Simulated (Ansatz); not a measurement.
Crystal: SiO2.

```xyz
12
Lattice="-2.6233 4.7768 4.4417 2.6233 -4.7768 4.4417 2.6233 4.7768 -4.4417" Properties=species:S:1:pos:R:3 pbc="T T T"
Si    2.6233   -0.8083    3.0643
Si    2.6233    3.9685   -3.0643
Si    0.0000    5.5850    1.3774
Si    0.0000    0.8083    7.5059
O     0.0000    4.7768    0.0000
O     0.0000    0.0000    0.0000
O    -1.3117    5.1892    2.2208
O     1.3117   -0.4125    2.2208
O     1.3117    4.3643   -2.2208
O     1.3117    5.1892    2.2208
O     0.0000    7.1651    1.0599
O     2.6233   -2.3884    3.3818
```

The cell comes from a database or a generator and needn't be the stable form of this composition.

Base run:

| Item | Value |
| --- | --- |
| Program | Ansatz 0.2.0 |
| Functional | PBE |
| Potentials or basis | Ansatz PAW |
| Cutoff | 800 eV |
| Density cutoff | 3200 eV |
| k mesh | 6 × 6 × 6 |
| Occupations | fermi-dirac, width 0.05 eV |
| Spin | no spin polarisation |

Its results: band gap on the k mesh 5.49 eV, direct; pressure 3.4 GPa; largest force 0.304 eV/Å.

**Question.** The run is repeated on the same cell with these changes: functional from PBE to PBEsol; cutoff from 800 eV to 420 eV (not typed: the program's choice for these potentials). What comes out?

**Answer.** Band gap on the k mesh 5.57 eV, direct; pressure 1.7 GPa; largest force 0.198 eV/Å.

PBEsol binds more tightly than PBE, so the same cell stands under less pressure.

Caveats: the PAW data sets come from PBE, with cores solved anew for the run's functional, which leaves a small shift of forces and pressure (some runs).
